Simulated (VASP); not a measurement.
Write the native input for VASP 6.6.1 that does the following.

- Task: relaxation of cell and atoms
- Functional: PBE
- Potentials or basis: VASP PAW PBE potentials, release 64 (Ti_sv)
- Cutoff: 520 eV
- k mesh: 3 × 3 × 2
- Occupations: gaussian, width 0.1 eV
- Spin: no spin polarisation
- Further INCAR settings: ALGO = Normal; EDIFF = 1e-07; IBRION = 2; EDIFFG = -0.002; NSW = 80; ISIF = 3

The structure of Ti lies in POSCAR:

```
Ti                                      
1.0
    2.9425646112      0.0000000000     -0.0000000000
   -1.4712823056      2.5483357044      0.0000000000
    0.0000000000     -0.0000000000      4.5931281108
  Ti            
     2
Direct
     0.3333333300000021    0.6666666699999979    0.2500000000000000
     0.6666666699999979    0.3333333300000021    0.7500000000000000
```

These files were run (other wordings do the same):

INCAR

```
SYSTEM = Ti
PREC = Accurate ; ENCUT = 520
EDIFF = 1E-7 ; ISMEAR = 0
SIGMA = 0.1 ; LREAL = .False.
LASPH = .True. ; NELM = 100
ALGO = Normal ; ISIF = 3
LWAVE = .False. ; LCHARG = .False.
GGA = PE ; IBRION = 2
NSW = 80 ; EDIFFG = -0.002
```

KPOINTS

```
Automatic mesh
0
Gamma
  3 3 2
  0 0 0
```

Potentials or basis: VASP PAW PBE potentials, release 64 (Ti_sv).

Run with:

```bash
$ cat potpaw_PBE.64/Ti_sv/POTCAR > POTCAR
$ mpirun -np 1 vasp_std > vasp.out
```

It gave:

```
Pressure after relaxing : 0.0 GPa
Band gap on the k mesh  : none (metal or under the smearing width)
```

Caveat: the k mesh is coarse (spacing up to 0.82 Å⁻¹), so the values aren't converged; the relaxation stopped at its first step, so nothing moved.

It took 8.9 s on 1 thread of Intel(R) Xeon(R) Platinum 8175M CPU @ 2.50GHz (Skylake/Cascade Lake) (shared host), peak memory 0.14 GiB.
